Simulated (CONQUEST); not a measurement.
KCl (Sylvite) in CONQUEST: convergence with k mesh

Crystal: KCl (Sylvite).

```
K Cl
1.0
     4.44978    0.00000    0.00000
     0.00000    4.44978    0.00000
     0.00000    0.00000    6.29294
K Cl
2 2
Direct
  0.49837 0.48848 0.50034
  0.99837 0.98848 0.00034
  0.49820 0.49046 0.99256
  0.99820 0.99046 0.49256
```

The cell isn't the ideal one: atoms moved at random.

| Item | Value |
| --- | --- |
| Program | CONQUEST 1.3 |
| Task | convergence study |
| Functional | PBE |
| Potentials or basis | PseudoDojo NC PBE, DZP, grid cutoff 120 Ha |
| k mesh | 1 × 1 × 1 |
| Occupations | fermi-dirac, width 0.05 eV |
| Spin | no spin polarisation |

These are the settings of the first run; the series varies k mesh, with any setting tied to it.

Hardware: 1 thread of Intel(R) Xeon(R) CPU @ 2.60GHz (Ice Lake), on a shared host.

The values tried are 1 × 1 × 1, 2 × 2 × 1, 2 × 2 × 2, 3 × 3 × 2, 4 × 4 × 3, 5 × 5 × 3, 5 × 5 × 4, 6 × 6 × 4, 8 × 8 × 5, 9 × 9 × 6, loosest first. From which on does the largest force stay within 0.005 eV/Å of the tightest run that finished?

From 2 × 2 × 1 on.

```csv
k mesh,"energy less the tightest run, at zero smearing (meV/atom)",pressure (GPa),largest force (eV/Å),gap on the mesh (eV),SCF cycles,CPU time (s),peak memory (GiB)
1 × 1 × 1,739.02,8.60,0.040,4.789,7,59,1.3
2 × 2 × 1,136.79,2.65,0.086,5.171,7,60,1.3
2 × 2 × 2,14.54,1.09,0.081,5.242,6,61,1.3
3 × 3 × 2,1.90,0.89,0.082,5.254,6,60,1.3
4 × 4 × 3,0.09,0.84,0.082,5.255,6,66,1.3
5 × 5 × 3,0.03,0.84,0.082,5.255,6,67,1.3
5 × 5 × 4,0.01,0.84,0.082,5.255,6,74,1.3
6 × 6 × 4,0.00,0.84,0.082,5.255,6,86,1.3
8 × 8 × 5,0.00,0.84,0.082,5.255,6,110,1.3
9 × 9 × 6,0.00,0.84,0.082,5.255,6,140,1.3
```

Against the tightest run, the energy stays within 1 meV/atom from 4 × 4 × 3 on; the pressure stays within 0.1 GPa from 3 × 3 × 2 on; the gap on the mesh stays within 0.01 eV from 3 × 3 × 2 on. Meshes of other sizes hit other points, so gaps and Fermi surfaces needn't settle smoothly. The tightest run that finished is the yardstick and may itself not be fully converged.

Caveat, for the tightest run too: an odd mesh through Γ misses points on the zone boundary, where band edges often lie; the basis of atomic orbitals isn't converged, which shifts pressures, moduli and gaps.
